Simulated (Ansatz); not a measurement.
A relaxed cell of C is given with its symmetry left out. It comes from a database structure that was distorted and then relaxed.

The calculation used DFT PBE, scalar-relativistic, plane waves, PAW in Ansatz. Cutoff 420 eV, Γ-centred mesh, Gaussian smearing, no spin polarisation.

```
C
1.0
     2.46665    0.00000    0.00000
    -1.23333    2.13618    0.00000
     0.00000    0.00000   12.07202
C
4
Direct
  0.00000 0.00000 0.25000
  0.00000 0.00000 0.75000
  0.33333 0.66667 0.25000
  0.66667 0.33333 0.75000
```

Energies count from the standard state of C at the same level.

Question: What space group does it have?

Answer: P6_3/mmc (No. 194). Conventional cell: a = 2.467 Å, c = 12.072 Å. C on its first site has 3 C at 1.42 Å; C on its second site is surrounded by 3 C at 1.42 Å.

Question: How far does it lie from the standard state of C?

Answer: 0.00 eV/atom. It is level with the standard state within the noise.

Question: Is it a metal?

Answer: There is no gap on the 24×24×4 mesh, but valence and conduction bands meet within 0.015 eV, so at this level it has a zero gap rather than a metal's Fermi surface.

The last run used a 24×24×4 mesh (in the run's order of axes) for its 4-atom cell and Gaussian smearing of 0.10 eV. Weakly bound directions are ill-defined at this level, which has no dispersion term. The zero gap may come from the functional, which often closes small gaps, or the cell may be a true semimetal. The reference form of C is held partly by dispersion forces, which this level lacks. Symmetry constrained the relaxation, so the result can be a saddle point.
